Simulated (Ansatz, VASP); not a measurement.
# Cu: VASP beside Ansatz

```
Cu
1.0
     2.28845    0.00000    0.00000
     0.00000    2.28845    0.00000
     0.00000    0.00000    2.28845
Cu
1
Cartesian
  0.0000 0.0000 0.0000
```

Alike in both runs: task single point; functional PBEsol; k mesh 8 × 8 × 8; occupations gaussian, width 0.1 eV; no spin polarisation.

|  | VASP | Ansatz |
| --- | --- | --- |
| version | VASP 6.6.1 | Ansatz 0.2.0 |
| potentials or method | VASP PAW PBE potentials, release 64 (Cu) | scalar-relativistic, plane waves, PAW |
| plane-wave cutoff (eV) | 520 | 420 |
| valence electrons in the cell | 11 | 19 |

```csv
,VASP,Ansatz,Ansatz less VASP
gap on the k mesh at the Fermi level (eV),none,none,-
pressure (GPa),14.8,14.3,-0.53
```

A gap of «none» marks a metal or a gap that the smearing closes. The two sets of potentials don't hold the same shells in valence.

Caveats: the PAW data sets were made with another functional, which shifts forces and pressure a little (VASP).
